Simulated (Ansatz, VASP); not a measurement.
**Ta: VASP beside Ansatz**

```
CELL_PARAMETERS angstrom
-1.64034 1.64034 1.64034
1.64034 -1.64034 1.64034
1.64034 1.64034 -1.64034
ATOMIC_POSITIONS crystal
Ta 0.00000 0.00000 0.00000
```

Alike in both runs: functional PBEsol; k mesh 18 × 18 × 18; occupations fermi-dirac, width 0.05 eV; no spin polarisation.

Ansatz relaxed the structure, and its values are those at the end. VASP's run is a single point on that final structure, the one shown.

|  | VASP | Ansatz |
| --- | --- | --- |
| version | VASP 6.6.1 | Ansatz 0.2.0 |
| potentials or method | VASP PAW PBE potentials, release 64 (Ta_pv) | PAW with Ansatz's default frozen-core files, scalar-relativistic |
| plane-wave cutoff (eV) | 520 | 420 |
| valence electrons in the cell | 11 | 13 |

|  | VASP | Ansatz | Ansatz less VASP |
| --- | --- | --- | --- |
| pressure (GPa) | 0.2 | 0.0 | -0.20 |

The two sets of potentials don't hold the same shells in valence.

Caveats: the PAW data sets were made with another functional, which shifts forces and pressure a little (VASP). The runs have no spin-orbit coupling, so splittings on Ta are missing.
